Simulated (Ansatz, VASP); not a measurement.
## Two plane-wave programs on LiH

```
Li H
1.0
     0.00000    2.00922    2.00922
     2.00922    0.00000    2.00922
     2.00922    2.00922    0.00000
Li H
1 1
Direct
  0.00000 0.00000 0.00000
  0.50000 0.50000 0.50000
```

Alike in both runs: task single point; functional HF; k mesh 7 × 7 × 7; occupations fermi-dirac, width 0.01 eV; no spin polarisation.

```csv
,VASP,Ansatz
version,VASP 6.6.1,Ansatz 0.2.0
potentials or method,"VASP PAW PBE potentials, release 64 (Li_sv, H)",SPMS NC
plane-wave cutoff (eV),520,816
valence electrons in the cell,4,4
```

Ansatz gave:

```
gap on the k mesh at the Fermi level (eV) : 11.55
least direct gap on the mesh (eV)         : 11.55
```

Which values does VASP return?

gap on the k mesh at the Fermi level (eV): 11.56; least direct gap on the mesh (eV): 11.56.

Caveats: an odd mesh through Γ misses points on the zone boundary, where band edges often lie (VASP); odd divisions of the mesh miss points on the zone boundary, where band edges often lie, so the gap on the mesh can be too wide (Ansatz).
